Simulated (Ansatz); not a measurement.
Sn, DFT, PBE, all-electron LAPW, non-relativistic (Ansatz 0.2.0), run on 1 thread of AMD EPYC 7R13 Processor (Zen 3) on a shared host.

The cell is COD entry 1540069, as deposited and not checked against the literature; nothing was relaxed.

Command: `ansatz run input.yaml --threads 1 --pin off --max-ram 2048MiB --backend cpu --events-out ev --progress --plain --runs-dir out`

```yaml
crystal:
  lattice:
    - [-1.59075, 1.59075, 2.91565]
    - [1.59075, -1.59075, 2.91565]
    - [1.59075, 1.59075, -2.91565]
  atoms:
    - { symbol: Sn, position: [0.0, 0.0, 0.0] }
kpoints:
  mp_grid: { grid: [18, 18, 18] }
  band_path:
    path:
      - [0.0, 0.0, 0.0]
      - [0.0, 0.0, 0.5]
      - [0.25, 0.25, 0.25]
      - [0.0, 0.5, 0.0]
      - [0.0, 0.0, 0.0]
      - [0.5, 0.5, -0.5]
      - [0.3244171603, 0.6755828397, -0.3244171603]
      - [-0.3244171603, 0.3244171603, 0.3244171603]
      - [0.0, 0.0, 0.0]
    npoints: 5
scf:
  occupations: { method: fermi_dirac, width: 0.03 }
hamiltonian:
  xc: pbe
  pseudopotentials:
    kind: all_electron
    lapw: { basis_error: 0.001 }
    relativity: none
output:
  forces: true
  stress: true
  eigenvalues: true
```

How large is the problem that the program sets up?

480 irreducible k-points, 171 plane waves at Γ, 15 bands.

About how long does it take?

32 s of wall time for 8 SCF iterations. Times on shared machines scatter by tens of per cent.
